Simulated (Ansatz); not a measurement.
# Ti: the cost of one run

Computed with Ansatz 0.2.0 (DFT PBEsol, scalar-relativistic, plane waves, PAW, unless a step's input says otherwise).

3 further runs of the same task are left out: 3 set aside as unsound or not needed.

## 1. The structure to begin with

The structure is cubic, space group Im-3m (No. 229). The conventional cell has a = 3.219 Å, b = 3.219 Å, c = 3.219 Å, α = 90.00°, β = 90.00°, γ = 90.00°. Around Ti (site symmetry m-3m) lie 8 Ti at 2.79 Å.

As a file:

```
CELL_PARAMETERS angstrom
-1.60965 1.60965 1.60965
1.60965 -1.60965 1.60965
1.60965 1.60965 -1.60965
ATOMIC_POSITIONS crystal
Ti 0.00000 0.00000 0.00000
```

It is the result of an earlier relaxation at this level (volume 16.68 Å³/atom; gap on the mesh: none (metal)).

## 2. The cell under 3 GPa

What is minimised here is the enthalpy; the energy can go up as the cell is squeezed.

input.yaml

```yaml
crystal:
  lattice:
    - [-1.6096527861, 1.6096527861, 1.6096527861]
    - [1.6096527861, -1.6096527861, 1.6096527861]
    - [1.6096527861, 1.6096527861, -1.6096527861]
  atoms:
    - { symbol: Ti, position: [0.0, 0.0, 0.0] }
basis:
  ecutwfc: 420
kpoints:
  mp_grid: { grid: [20, 20, 20] }
hamiltonian:
  xc: pbesol
scf:
  occupations: { method: fermi_dirac, width: 0.15 }
output:
  forces: true
  stress: true
  eigenvalues: true
relax:
  adjacent_minimum: "off"
  f_tol: 0.001
  max_steps: 60
  cell: { stress_tol: 0.02, p_target: 3.0 }
```

Started as:

```sh
$ ansatz run input.yaml --threads 1 --pin off --max-ram 3072MiB --backend cpu --events-out ev --progress --plain --runs-dir out
```

**Question.** How long does this run take on 1 thread of AMD EPYC 9R45 (Zen 5), shared host, and how much memory does it need?

About 4.5 s, with a peak of 0.38 GiB.
